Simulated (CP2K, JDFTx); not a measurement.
**Equation of state of Pt under r2SCAN**

```
Pt
1.0
     2.77313    0.00000    0.00000
     1.38657    2.40160    0.00000
     1.38657    0.80053    2.26425
Pt
1
Cartesian
  0.0000 0.0000 0.0000
```

The cell was scaled at fixed shape and fractions and run with CP2K, POTENTIAL_UZH Pt GTH-SCAN-q18; TZVP-MOLOPT-SCAN-GTH basis; r2SCAN, k mesh 12 × 12 × 12 on the cell of 1 atom, fermi-dirac occupations of 0.05 eV, no spin polarisation, no spin-orbit coupling. Energies are those that the program minimises, any entropy of the smearing included. For a metal such a mesh isn't converged to the digits shown.

| V (Å³/atom) | energy over the lowest row (meV/atom) |
| --- | --- |
| 14.1750 | 112.80 |
| 14.4766 | 63.95 |
| 14.7782 | 29.97 |
| 15.0798 | ? |
| 15.3814 | 0.00 |
| 15.6830 | 1.09 |
| 15.9846 | 11.20 |

Problem. Fit the third-order Birch-Murnaghan form, give V0, B0 and B′, and predict the energy left open.

Solution. With y = (V0/V)^(2/3), E = E0 + (9 V0 B0/16) [(y - 1)³ B′ + (y - 1)² (6 - 4y)]. Least squares through the rows shown give V0 = 15.4972 Å³/atom, E0 = -0.73 meV, B0 = 266.5 GPa (1 eV/Å³ = 160.218 GPa) and B′ = 5.42, with a largest miss of 0.02 meV. At V = 15.0798 the form with these constants gives 9.18 meV; the run gave 9.16 meV an atom. Other set-ups at this level, from all their volumes (Å³/atom, GPa): JDFTx, SG15-PBE-1.2 with smoothed tails (made for PBE): V0 15.314, B0 273.7. Measured volume: 15.09 Å³/atom (arxiv:2412.16732), so the fit lies +2.7 % from it. The runs are for a static lattice.
